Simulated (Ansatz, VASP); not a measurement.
One calculation of HfO2, two programs

INCAR

```
ALGO = Fast ; EDIFF = 1E-7
ENCUT = 520 ; GGA = PE
ISIF = 2 ; ISMEAR = -1
LASPH = T ; LCHARG = F
LREAL = F ; LWAVE = F
NBANDS = 18 ; NELM = 100
PREC = Accurate ; SIGMA = 0.02
```

The input KPOINTS:

```
k-points
0
Gamma
  8 8 8
```

The input POSCAR:

```
HfO2
1.0
    0.0593093254      2.5291823192      2.5291823192
    2.5291823192      0.0593093254      2.5291823192
    2.5884916446      2.5884916446      0.0000000000
Hf O
1 2
Direct
    0.0000000000      0.0000000000      0.0000000000
    0.2466624045      0.2466624045      0.2533375955
    0.7533375955      0.7533375955      0.7466624045
```

Input for Ansatz:

```yaml
crystal:
  lattice:
    - [0.0593093254, 2.5291823192, 2.5291823192]
    - [2.5291823192, 0.0593093254, 2.5291823192]
    - [2.5884916446, 2.5884916446, 0.0]
  atoms:
    - { symbol: Hf, position: [0.0, 0.0, 0.0] }
    - { symbol: O, position: [0.2466624045, 0.2466624045, 0.2533375955] }
    - { symbol: O, position: [0.7533375955, 0.7533375955, 0.7466624045] }
kpoints:
  mp_grid: { grid: [8, 8, 8] }
  band_path:
    path:
      - [0.0, 0.0, 0.0]
      - [0.5, 0.0, 0.5]
      - [0.625, 0.25, 0.625]
      - [0.375, 0.375, 0.75]
      - [0.5, 0.5, 0.5]
      - [0.5, 0.25, 0.75]
      - [0.5, 0.5, 0.0]
    npoints: 1
hamiltonian:
  xc: pbe
scf:
  occupations: { method: fermi_dirac, width: 0.02 }
  n_extra_bands: 4
output:
  forces: true
  stress: true
  eigenvalues: true
```

Change from the starting cell: shear_xy strain +4.7%.

Alike in both runs: task single point; functional PBE; k mesh 8 × 8 × 8; occupations fermi-dirac, width 0.02 eV; no spin polarisation.

|  | VASP | Ansatz |
| --- | --- | --- |
| version | VASP 6.6.1 | Ansatz 0.2.0 |
| potentials or method | VASP PAW PBE potentials, release 64 (Hf_pv, O) | plane waves, PAW |
| plane-wave cutoff (eV) | 520 | 420 |
| valence electrons in the cell | 22 | 38 |

|  | VASP | Ansatz | Ansatz less VASP |
| --- | --- | --- | --- |
| gap on the k mesh at the Fermi level (eV) | 3.82 | 3.80 | -0.019 |
| pressure (GPa) | 2.5 | 6.3 | +3.84 |
| largest component of the traceless stress (GPa) | 3.35 | 3.45 | +0.101 |
| rms of the force components (eV/Å) | 0.004 | 0.016 | +0.0119 |

Atom by atom the forces differ by 0.012 eV/Å (rms over components). One of these differences is far larger than is usual between the two programs; its cause wasn't traced. The two sets of potentials don't hold the same shells in valence.

Caveats: spin-orbit coupling is left out, which moves the levels of the heavy elements. A k mesh can miss the band edges.
